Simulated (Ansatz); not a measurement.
# Preparing CdS (P6_3mc) as a host crystal

Before any defect goes in: CdS (P6_3mc) at rest, and how it screens a charge.

Method: plane-wave PAW DFT, r2SCAN; relaxation of the host's cell and atoms; PAW set soft_1, in the first sound run; inputs show where later runs differ, in Ansatz 0.2.0.

## (1) Set-up

Symmetry: P6_3mc, No. 186, hexagonal system. The conventional cell has a = 4.169 Å, b = 4.169 Å, c = 6.780 Å, α = 90.00°, β = 90.00°, γ = 120.00°. Nearest to Cd lie 4 S at 2.55 Å. Nearest to S lie 4 Cd at 2.55 Å. Farther neighbours and most contacts between anions are not listed.

## (2) Host cell relaxation

Cell and atoms are relaxed together, until forces and stress fall under their thresholds.

cell/input.yaml

```yaml
crystal:
  lattice:
    - [4.1688381, 0.0, 0.0]
    - [-2.084419, 3.6103197, 0.0]
    - [0.0, 0.0, 6.7796174]
  atoms:
    - { symbol: Cd, position: [0.66666667, 0.33333333, 0.50022437] }
    - { symbol: Cd, position: [0.33333333, 0.66666667, 0.00022437] }
    - { symbol: S, position: [0.66666667, 0.33333333, 0.87677563] }
    - { symbol: S, position: [0.33333333, 0.66666667, 0.37677563] }
basis:
  ecutwfc: 500
  xc_grid: 2
hamiltonian:
  xc: r2scan
  pseudopotentials: { kind: paw, azcp: { folder: soft_1 } }
kpoints:
  mp_grid: { grid: [8, 8, 4] }
scf:
  occupations: { method: fixed }
  max_iter: 100
relax:
  f_tol: 0.005
  max_steps: 60
  cell: {}
output:
  forces: true
  stress: true
checkpoint:
  write: "../cell.run"
  compress: false
  write_wavefunctions: false
  write_every: 100000
```

On the command line:

```console
$ ansatz run input.yaml --threads 32 --pin off --max-ram 56524MiB --backend cuda --events-out ev --progress --plain --runs-dir out --max-vram 78GiB
```

Numbers of over 12 decimals in the logs are rounded to 6 here.

Log:

```text
Engine: ansatz 0.2.0, aarch64-unknown-linux-gnu
[...]
Pseudopotential: Cd, paw, valence charge 20, recommended cutoff 500 eV (meta_gga), soft_1/Cd.paw.azcp
Pseudopotential: S, paw, valence charge 6, recommended cutoff 500 eV (meta_gga), soft_1/S.paw.azcp
Functional definition: r2SCAN
[...]
Crystal: 4 atoms, lattice volume = 102.039 Å³
Basis set: ecut = 500 eV, 2611 PW (Γ), exchange–correlation on 64×64×100 points (8 copies of the dense FFT grid, shifted against one another)
Bands: 32, of which v1, the nominal top of the filled ones, is band 26 counted from 1 (25 counted from 0)
[...]
Space group: P63mc (ITA 186), of the structure as read, at distance tolerance 4.7e-5 Å
k-points: 30 of 256 (time reversal used)
[...]
Functional: x = r2scan, c = r2scan; τ floored in thin density (d = 2e-4 eV/Å³)
[...]
SCF 3 converged in 5 iterations: F = -18351.350688 eV  dr2 = 3.43e-11
relax step   3: F+E_penalty+E_count = -18351.35068849 eV  Δ(F+E_penalty+E_count) = +1.658e-4 eV  max|allowed force component| = 3.065e-3 eV/Å  Δτ_max = 0.0000 Å  P = +0.026 GPa  Ω = 101.615 Å³  stress [...]
basis re-selected at this cell: Δ(F+E_penalty+E_count) = +1.658e-4 eV, ΔP = -0.000 GPa vs the last step (what re-selecting the basis moved, of the pressure what is left beyond the Pulay correction tha [...]
SCF converged after 5 iterations
Free energy (F): -18351.350688 eV
[...]
Fermi energy:    6.310357 eV
--- Per-component energies (eV) ---
[...]
--- Forces (eV/Å), atoms counted from 1 ---
[...]
--- Stress (GPa, compression-positive) ---
        0.022389       0.000000       0.000000
        0.000000       0.022389      -0.000000
        0.000000       0.000000       0.032051
  P = ⅓ Tr σ = 0.0256 GPa (0.256 kbar)
--- Band table (eV; the first three rows and the last of 30) ---
[...]
--- Relaxed structure (2 steps of the walk, 2 accepted, 1 SCFs on fresh bases) ---
[...]
```

It took 2.7 s on 1 × NVIDIA GB200 with 32 threads of Arm Neoverse V2, shared host; peak memory 1.1 GiB; 6.8 s of CPU time.

The steps of the relaxation:

```csv
step,energy less that of the first step (eV),largest force component (eV/Å),pressure (GPa),volume (Å³)
1,0.0000,0.0064,-0.22,102.04
2,-0.0004,0.0031,0.03,101.62
3*,-0.0003,0.0031,0.03,101.62
```

Relaxation steps marked * repeat the geometry before them on a plane-wave basis chosen anew for their cell, so energy and pressure can jump there.

| conventional cell, symmetrised | before | after | change |
| --- | --- | --- | --- |
| a (Å) | 4.169 | 4.164 | -0.1 % |
| b (Å) | 4.169 | 4.164 | -0.1 % |
| c (Å) | 6.780 | 6.768 | -0.2 % |
| volume (Å³/atom) | 25.51 | 25.40 | -0.4 % |

This step gave:

```
pressure : 0.02561 GPa
```

The cell shrank by 0.4 % in volume.

## (3) Dielectric tensors of the host

The response to a uniform electric field gives the electronic dielectric tensor.

This step: plane-wave PAW DFPT, PBEsol; dielectric tensors, Born charges and zone-centre modes of the host; PAW set soft_1 (Ansatz 0.2.0).

eps/input.yaml

```yaml
crystal:
  lattice:
    - [4.163892714, -2.88e-08, 0.0]
    - [-2.081946332, 3.6060368833, 0.0]
    - [0.0, 0.0, 6.7675079654]
  atoms:
    - { symbol: Cd, position: [0.6666666667, 0.3333333333, 0.5001052249] }
    - { symbol: Cd, position: [0.3333333333, 0.6666666667, 0.0001052249] }
    - { symbol: S, position: [0.6666666667, 0.3333333333, 0.8768947751] }
    - { symbol: S, position: [0.3333333333, 0.6666666667, 0.3768947751] }
basis:
  ecutwfc: 420
hamiltonian:
  xc: pbesol
  pseudopotentials: { kind: paw, azcp: { folder: soft_1 }, xc_functional: pbe }
kpoints:
  mp_grid: { grid: [7, 7, 4] }
scf:
  occupations: { method: fixed }
  max_iter: 100
phonons:
  method: dfpt
  dielectric: true
  rigid_motions: translations
```

Log:

```text
[...]
Crystal: 4 atoms, lattice volume = 101.615 Å³
Basis set: ecut = 420 eV, 1985 PW (Γ), exchange–correlation on 60×60×96 points (8 copies of the dense FFT grid, shifted against one another)
Bands: 32, of which v1, the nominal top of the filled ones, is band 26 counted from 1 (25 counted from 0)
[...]
k-points: 60 of 196 (irreducible under 2 space group operations, time reversal used)
[...]
SCF iter   1: F=—  HF=-18140.677790 eV  |F-HF|=—  |Δ(HF+E_count)|=         —  Δρ=2.53e-2  dr2=4.98e-1  ethr=3.10e-3  ⟨swp⟩=4.9  Hψ=6750  notcnv=0  defer=238
[...]
k-points: 90
[...]
SCF iter   3: F=—  HF=-18140.552348 eV  |F-HF|=—  |Δ(HF+E_count)|=   1.65e-6  Δρ=1.68e-5  dr2=1.75e-7  ethr=4.23e-9
SCF iter   4: F=-18140.552349 eV  HF=-18140.552349 eV  |F-HF|=3.61e-8  |Δ(HF+E_count)|=   4.79e-8  Δρ=4.27e-6  dr2=3.57e-8  ethr=3.36e-10
SCF 1 converged in 4 iterations: F = -18140.552349 eV  dr2 = 3.57e-8
[...]
WARN: field response: ε∞ stands inside a basis, on 10×10×6 points; the force constants stand on the 7×7×4 k-mesh, whose period is 8.95 times the interband length at k = (0.0000, 0.0000, 0.0000), direc [...]
SCF converged after 10 iterations
Free energy (F): -18140.570082 eV
[...]
Fermi energy:    6.468996 eV
[...]
--- Band table (eV; the first three rows and the last of 60) ---
[...]
--- Phonons (Γ-DFPT): 4 representative perturbations + reference (Σ response iterations 22) ---
  k mesh reduced under 2 symmetry operations, with k and −k counted as one. Each operation leaves every solved perturbation unchanged. A smaller set is not considered because the run solves the response to a homogeneous field
  ASR residual: 3.106e-5 → 0.000e0 eV/Å²; symmetrization residual: 1.298e-6 eV/Å²
  ASR residual per site (eV/Å²): 6.27e-6 6.27e-6 3.11e-5 3.11e-5
  Γ frequencies (cm⁻¹): 0.00 0.00 0.00 44.57 44.57 129.67 216.93 224.47 224.47 236.52 236.52 283.76
  ε∞ (high-frequency dielectric tensor):
        6.285733    -0.000000     0.000000
        0.000000     6.285733    -0.000000
        0.000000    -0.000000     6.378705
  ε⁰ (static dielectric tensor: ions relaxed, cell fixed):
        9.816362    -0.000000     0.000000
        0.000000     9.816362    -0.000000
        0.000000    -0.000000    10.488063
  ε⁰ − ε∞ (ionic part):
        3.530628    -0.000000     0.000000
       -0.000000     3.530628    -0.000000
        0.000000    -0.000000     4.109357
  softest optical mode at Γ: 44.57 cm⁻¹; the repairs (sum rule, projections) moved no ω² at Γ by more than (0.63 cm⁻¹)²
  Born effective charges Z* (e; rows j = field, columns β = displacement):
    site 0:
         2.14057   -0.00000    0.00000
        -0.00000    2.14057   -0.00000
         0.00000   -0.00000    2.23177
    site 1:
         2.14057   -0.00000    0.00000
        -0.00000    2.14057   -0.00000
         0.00000   -0.00000    2.23177
    site 2:
        -2.14057    0.00000   -0.00000
         0.00000   -2.14057    0.00000
        -0.00000    0.00000   -2.23177
    site 3:
        -2.14057    0.00000   -0.00000
         0.00000   -2.14057    0.00000
        -0.00000    0.00000   -2.23177
  Z* charge neutrality: 7.053e-3 e pre-enforcement
  solved inside a basis spanned on kpoints, on 10×10×6 k-points transformed towards the longest dipole: ε∞ is read to err by 2.5e-2, Z* by 2.4e-2 e (field_mesh: kpoints solves on kpoints); Z* is corrected for what the basis lacks
  optical modes at Γ without the LO–TO term, one row a degenerate level:
      ω (cm⁻¹)  modes    IR ((D/Å)²/amu)
         44.57      2             0.0000
        129.67      1             0.0000
        216.93      1             9.2129
        224.47      2            16.9507
        236.52      2             0.0000
        283.76      1             0.0000
  optical modes at Γ + LO–TO along q̂ = [1.0000, 0.0000, 0.0000]:
      ω (cm⁻¹)  modes    IR ((D/Å)²/amu)
         44.57      2             0.0000
        129.67      1             0.0000
        216.93      1             9.2129
        224.47      1             8.4753
        236.52      2             0.0000
        280.51      1             8.4753
        283.76      1             0.0000
  optical modes at Γ + LO–TO along q̂ = [0.0000, 1.0000, 0.0000]:
      ω (cm⁻¹)  modes    IR ((D/Å)²/amu)
         44.57      2             0.0000
        129.67      1             0.0000
        216.93      1             9.2129
        224.47      1             8.4753
        236.52      2             0.0000
        280.51      1             8.4753
        283.76      1             0.0000
  optical modes at Γ + LO–TO along q̂ = [0.0000, 0.0000, 1.0000]:
      ω (cm⁻¹)  modes    IR ((D/Å)²/amu)
         44.57      2             0.0000
        129.67      1             0.0000
        224.47      2            16.9507
        236.52      2             0.0000
        278.16      1             9.2129
        283.76      1             0.0000
[...]
```

Elapsed: 9.7 s, on 1 × NVIDIA GB200 with 32 threads; peak memory 2.4 GiB.

Electronic dielectric tensor:

```
6.29 0.00 0.00
0.00 6.29 0.00
0.00 0.00 6.38
```

Static dielectric tensor:

```
 9.82  0.00  0.00
 0.00  9.82  0.00
 0.00  0.00 10.49
```

The principal values of the electronic dielectric tensor are 6.29, 6.29 and 6.38. The principal values of the static dielectric tensor are 9.82, 9.82 and 10.49.

## (4) Primitive cell on a dense mesh

A dense mesh gives the host's converged energy, against which the supercell's sampling is tested.

This step: plane-wave PAW DFT, r2SCAN; single point of the host's primitive cell on a dense mesh; PAW set soft_1 (Ansatz 0.2.0).

dense/input.yaml

```yaml
crystal:
  lattice:
    - [4.163892714, -2.88e-08, 0.0]
    - [-2.081946332, 3.6060368833, 0.0]
    - [0.0, 0.0, 6.7675079654]
  atoms:
    - { symbol: Cd, position: [0.6666666667, 0.3333333333, 0.5001052249] }
    - { symbol: Cd, position: [0.3333333333, 0.6666666667, 0.0001052249] }
    - { symbol: S, position: [0.6666666667, 0.3333333333, 0.8768947751] }
    - { symbol: S, position: [0.3333333333, 0.6666666667, 0.3768947751] }
basis:
  ecutwfc: 500
  xc_grid: 2
hamiltonian:
  xc: r2scan
  pseudopotentials: { kind: paw, azcp: { folder: soft_1 } }
kpoints:
  mp_grid: { grid: [8, 8, 4] }
scf:
  occupations: { method: fermi_dirac, width: 0.01 }
  max_iter: 80
```

Log:

```text
[...]
Crystal: 4 atoms, lattice volume = 101.615 Å³
Basis set: ecut = 500 eV, 2575 PW (Γ), exchange–correlation on 64×64×100 points (8 copies of the dense FFT grid, shifted against one another)
Bands: 30, of which v1, the nominal top of the filled ones, is band 26 counted from 1 (25 counted from 0)
[...]
k-points: 30 of 256 (time reversal used)
[...]
SCF iter   2: F=—  HF=-18351.301007 eV  |F-HF|=—  |Δ(HF+E_count)|=   2.54e-2  Δρ=1.59e-2  dr2=2.04e-1  dr2_τ=1.80e-2  ethr=1.50e-3  ⟨swp⟩=3.0  Hψ=1802  notcnv=0
[...]
SCF iter   7: F=—  HF=-18351.350688 eV  |F-HF|=—  |Δ(HF+E_count)|=   2.62e-6  Δρ=1.28e-5  dr2=1.67e-7  dr2_τ=2.93e-9  ethr=6.27e-9  ⟨swp⟩=2.0  Hψ=1438  notcnv=0
SCF iter   8: F=-18351.350688 eV  HF=-18351.350688 eV  |F-HF|=1.94e-9  |Δ(HF+E_count)|=   9.48e-8  Δρ=3.19e-6  dr2=9.50e-9  dr2_τ=3.13e-10  ethr=1.95e-10  ⟨swp⟩=3.0  Hψ=2150  notcnv=0
SCF 1 converged in 8 iterations: F = -18351.350688 eV  dr2 = 9.50e-9
[...]
SCF converged after 8 iterations
Free energy (F): -18351.350688 eV
[...]
Fermi energy:    7.127708 eV
[...]
```

Wall time 1.3 s (1 × NVIDIA GB200 with 32 threads); peak memory 1.1 GiB; 2.7 s of CPU time.

## (5) Self-consistent run

This step: plane-wave PAW DFT, r2SCAN; single point of the defect-free supercell, a test of its k-points; PAW set soft_1 (Ansatz 0.2.0).

System of this step: CdS (P6_3mc). The cell holds 72 atoms: 36 Cd and 36 S. Cell: a = 12.492 Å, b = 12.492 Å, c = 13.535 Å, α = 90.0°, β = 90.0°, γ = 120.0°.

pristine.sampling/input.yaml

```yaml
crystal:
  lattice:
    - [12.4916781419, -8.65e-08, 0.0]
    - [-6.245838996, 10.81811065, 0.0]
    - [0.0, 0.0, 13.5350159308]
  atoms:
    - { symbol: Cd, position: [0.2222222222, 0.1111111111, 0.2500526124] }
    - { symbol: Cd, position: [0.1111111111, 0.2222222222, 5.26124e-05] }
    - { symbol: S, position: [0.2222222222, 0.1111111111, 0.4384473876] }
    - { symbol: S, position: [0.1111111111, 0.2222222222, 0.1884473876] }
    - { symbol: Cd, position: [0.2222222222, 0.1111111111, 0.7500526124] }
    - { symbol: Cd, position: [0.1111111111, 0.2222222222, 0.5000526124] }
    - { symbol: S, position: [0.2222222222, 0.1111111111, 0.9384473876] }
    - { symbol: S, position: [0.1111111111, 0.2222222222, 0.6884473876] }
    - { symbol: Cd, position: [0.2222222222, 0.4444444444, 0.2500526124] }
    - { symbol: Cd, position: [0.1111111111, 0.5555555556, 5.26124e-05] }
    - { symbol: S, position: [0.2222222222, 0.4444444444, 0.4384473876] }
    - { symbol: S, position: [0.1111111111, 0.5555555556, 0.1884473876] }
    - { symbol: Cd, position: [0.2222222222, 0.4444444444, 0.7500526124] }
    - { symbol: Cd, position: [0.1111111111, 0.5555555556, 0.5000526124] }
    - { symbol: S, position: [0.2222222222, 0.4444444444, 0.9384473876] }
    - { symbol: S, position: [0.1111111111, 0.5555555556, 0.6884473876] }
    - { symbol: Cd, position: [0.2222222222, 0.7777777778, 0.2500526124] }
    - { symbol: Cd, position: [0.1111111111, 0.8888888889, 5.26124e-05] }
    - { symbol: S, position: [0.2222222222, 0.7777777778, 0.4384473876] }
    - { symbol: S, position: [0.1111111111, 0.8888888889, 0.1884473876] }
    - { symbol: Cd, position: [0.2222222222, 0.7777777778, 0.7500526124] }
    - { symbol: Cd, position: [0.1111111111, 0.8888888889, 0.5000526124] }
    - { symbol: S, position: [0.2222222222, 0.7777777778, 0.9384473876] }
    - { symbol: S, position: [0.1111111111, 0.8888888889, 0.6884473876] }
    - { symbol: Cd, position: [0.5555555556, 0.1111111111, 0.2500526124] }
    - { symbol: Cd, position: [0.4444444444, 0.2222222222, 5.26124e-05] }
    - { symbol: S, position: [0.5555555556, 0.1111111111, 0.4384473876] }
    - { symbol: S, position: [0.4444444444, 0.2222222222, 0.1884473876] }
    - { symbol: Cd, position: [0.5555555556, 0.1111111111, 0.7500526124] }
    - { symbol: Cd, position: [0.4444444444, 0.2222222222, 0.5000526124] }
    - { symbol: S, position: [0.5555555556, 0.1111111111, 0.9384473876] }
    - { symbol: S, position: [0.4444444444, 0.2222222222, 0.6884473876] }
    - { symbol: Cd, position: [0.5555555556, 0.4444444444, 0.2500526124] }
    - { symbol: Cd, position: [0.4444444444, 0.5555555556, 5.26124e-05] }
    - { symbol: S, position: [0.5555555556, 0.4444444444, 0.4384473876] }
    - { symbol: S, position: [0.4444444444, 0.5555555556, 0.1884473876] }
    - { symbol: Cd, position: [0.5555555556, 0.4444444444, 0.7500526124] }
    - { symbol: Cd, position: [0.4444444444, 0.5555555556, 0.5000526124] }
    - { symbol: S, position: [0.5555555556, 0.4444444444, 0.9384473876] }
    - { symbol: S, position: [0.4444444444, 0.5555555556, 0.6884473876] }
    - { symbol: Cd, position: [0.5555555556, 0.7777777778, 0.2500526124] }
    - { symbol: Cd, position: [0.4444444444, 0.8888888889, 5.26124e-05] }
    - { symbol: S, position: [0.5555555556, 0.7777777778, 0.4384473876] }
    - { symbol: S, position: [0.4444444444, 0.8888888889, 0.1884473876] }
    - { symbol: Cd, position: [0.5555555556, 0.7777777778, 0.7500526124] }
    - { symbol: Cd, position: [0.4444444444, 0.8888888889, 0.5000526124] }
    - { symbol: S, position: [0.5555555556, 0.7777777778, 0.9384473876] }
    - { symbol: S, position: [0.4444444444, 0.8888888889, 0.6884473876] }
    - { symbol: Cd, position: [0.8888888889, 0.1111111111, 0.2500526124] }
    - { symbol: Cd, position: [0.7777777778, 0.2222222222, 5.26124e-05] }
    - { symbol: S, position: [0.8888888889, 0.1111111111, 0.4384473876] }
    - { symbol: S, position: [0.7777777778, 0.2222222222, 0.1884473876] }
    - { symbol: Cd, position: [0.8888888889, 0.1111111111, 0.7500526124] }
    - { symbol: Cd, position: [0.7777777778, 0.2222222222, 0.5000526124] }
    - { symbol: S, position: [0.8888888889, 0.1111111111, 0.9384473876] }
    - { symbol: S, position: [0.7777777778, 0.2222222222, 0.6884473876] }
    - { symbol: Cd, position: [0.8888888889, 0.4444444444, 0.2500526124] }
    - { symbol: Cd, position: [0.7777777778, 0.5555555556, 5.26124e-05] }
    - { symbol: S, position: [0.8888888889, 0.4444444444, 0.4384473876] }
    - { symbol: S, position: [0.7777777778, 0.5555555556, 0.1884473876] }
    - { symbol: Cd, position: [0.8888888889, 0.4444444444, 0.7500526124] }
    - { symbol: Cd, position: [0.7777777778, 0.5555555556, 0.5000526124] }
    - { symbol: S, position: [0.8888888889, 0.4444444444, 0.9384473876] }
    - { symbol: S, position: [0.7777777778, 0.5555555556, 0.6884473876] }
    - { symbol: Cd, position: [0.8888888889, 0.7777777778, 0.2500526124] }
    - { symbol: Cd, position: [0.7777777778, 0.8888888889, 5.26124e-05] }
    - { symbol: S, position: [0.8888888889, 0.7777777778, 0.4384473876] }
    - { symbol: S, position: [0.7777777778, 0.8888888889, 0.1884473876] }
    - { symbol: Cd, position: [0.8888888889, 0.7777777778, 0.7500526124] }
    - { symbol: Cd, position: [0.7777777778, 0.8888888889, 0.5000526124] }
    - { symbol: S, position: [0.8888888889, 0.7777777778, 0.9384473876] }
    - { symbol: S, position: [0.7777777778, 0.8888888889, 0.6884473876] }
basis:
  ecutwfc: 500
  xc_grid: 2
hamiltonian:
  xc: r2scan
  pseudopotentials: { kind: paw, azcp: { folder: soft_1 } }
kpoints:
  mp_grid: { grid: [1, 1, 1], shift: [0.25, 0.25, 0.25] }
scf:
  occupations: { method: fermi_dirac, width: 0.01 }
  max_iter: 80
```

Log:

```text
[...]
Crystal: 72 atoms, lattice volume = 1829.073 Å³
Basis set: ecut = 500 eV, 46549 PW (Γ), exchange–correlation on 192×192×200 points (8 copies of the dense FFT grid, shifted against one another)
Bands: 540, of which v1, the nominal top of the filled ones, is band 468 counted from 1 (467 counted from 0)
[...]
k-points: 1
[...]
SCF iter   2: F=—  HF=-330324.219632 eV  |F-HF|=—  |Δ(HF+E_count)|=   3.92e-1  Δρ=1.58e-2  dr2=3.59e0  dr2_τ=3.21e-1  ethr=1.46e-3  ⟨swp⟩=4.0  Hψ=1120  notcnv=0
[...]
SCF iter   7: F=—  HF=-330325.102040 eV  |F-HF|=—  |Δ(HF+E_count)|=   1.39e-2  Δρ=9.76e-6  dr2=2.22e-6  dr2_τ=7.27e-8  ethr=5.23e-9  ⟨swp⟩=2.0  Hψ=796  notcnv=0  defer=68
SCF iter   8: F=-330325.102042 eV  HF=-330325.102042 eV  |F-HF|=2.91e-8  |Δ(HF+E_count)|=   1.57e-6  Δρ=2.30e-6  dr2=1.04e-7  dr2_τ=5.17e-9  ethr=1.07e-10  ⟨swp⟩=3.0  Hψ=1299  notcnv=0
SCF 1 converged in 8 iterations: F = -330325.102042 eV  dr2 = 1.04e-7
[...]
SCF converged after 8 iterations
Free energy (F): -330325.102042 eV
[...]
Fermi energy:    7.547525 eV
[...]
```

The job ended after 1.6 s (1 × NVIDIA GB200 with 32 threads; peak memory 1.4 GiB; 4.6 s of CPU time).

This step gave:

```
energy over dense mesh : -0.01097 eV/atom
```

(Continued in part 2 of 2.)

[Logs are printed without paths, hosts, clocks, repeated set-up lines and the standing remarks that a program may print on its own settings, such as how far it seeks lower states.]

[Hosts, paths, dates, database ids (printed as entryN), source tags and the programs' standing remarks are cut or masked in the printed files.]

[Runs of the host that timed out are not shown.]

[For some hosts the program warned that the k-mesh of the response run may be too coarse for force constants and the static dielectric constant; such warnings are not always shown.]
